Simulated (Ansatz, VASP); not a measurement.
One calculation of AlNi, two programs

```
Al Ni
1.0
     1.93869   -1.95319    0.00000
     1.93869    1.95319    0.00000
     0.00000    0.00000    3.09943
Al Ni
1 1
Direct
  0.00000 0.00000 0.00000
  0.48710 0.48710 0.50000
```

Change from the starting cell: all Ni atoms moved -0.050 Å, as atom 2 along Cartesian [1 0 0].

Alike in both runs: task single point; functional PBEsol; k mesh 18 × 18 × 16; occupations gaussian, width 0.15 eV; no spin polarisation.

|  | VASP | Ansatz |
| --- | --- | --- |
| version | VASP 6.6.1 | Ansatz 0.2.0 |
| potentials or method | VASP PAW PBE potentials, release 64 (Al, Ni) | scalar-relativistic, plane waves, PAW |
| plane-wave cutoff (eV) | 520 | 420 |
| valence electrons in the cell | 13 | 21 |

|  | VASP | Ansatz | Ansatz less VASP |
| --- | --- | --- | --- |
| gap on the k mesh at the Fermi level (eV) | none | none | - |
| pressure (GPa) | 0.9 | 0.6 | -0.36 |
| largest component of the traceless stress (GPa) | 4.28 | 4.14 | -0.141 |
| rms of the force components (eV/Å) | 0.173 | 0.172 | -0.0010 |

Atom by atom the forces differ by 0.001 eV/Å (rms over components). A gap of «none» marks a metal or a gap that the smearing closes. The two sets of potentials don't hold the same shells in valence.

Caveats: the PAW data sets were made with another functional, which shifts forces and pressure a little (VASP). Spin polarisation is off, so any magnetic state and its effect on volume and gap are missing.
